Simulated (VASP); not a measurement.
Input of a VASP 6.6.1 run:

The input INCAR:

```
ALGO = Normal ; EDIFF = 1E-7
EDIFFG = -0.005 ; ENCUT = 600
IBRION = 2 ; ISIF = 3
ISMEAR = 0 ; LASPH = T
LCHARG = F ; LMIXTAU = T
LREAL = F ; LWAVE = F
METAGGA = R2SCAN ; NELM = 80
NSW = 90 ; PREC = Accurate
PSTRESS = 1480.0 ; SIGMA = 0.03
```

KPOINTS

```
k-points
0
Gamma
  15 15 13
```

The input POSCAR:

```
Se                                      
1.0
    1.9250064781      1.1114030084      0.9060703069
   -1.9250064781      1.1114030084      0.9060703069
    0.0000000000     -2.2228060167      0.9060703069
  Se            
     1
Direct
     0.0000000000000000    0.0000000000000000    0.0000000000000000
```

Potentials or basis: VASP PAW PBE potentials, release 64 (Se).

Command:

```bash
$ cat potpaw_PBE.64/Se/POTCAR > POTCAR
$ mpirun -np 1 vasp_std > vasp.out
```

Task: Predict the band gap on the k mesh.

Result: None (metal or under the smearing width).

Final structure:
```cif
data_structure
_symmetry_space_group_name_H-M 'P 1'
_symmetry_Int_Tables_number 1
_cell_length_a 2.4006
_cell_length_b 2.4006
_cell_length_c 2.4006
_cell_angle_alpha 106.645
_cell_angle_beta 106.645
_cell_angle_gamma 106.645
_cell_volume 11.63
loop_
_atom_site_label
_atom_site_type_symbol
_atom_site_fract_x
_atom_site_fract_y
_atom_site_fract_z
_atom_site_occupancy
Se1 Se 0.00000 0.00000 0.00000 1
```
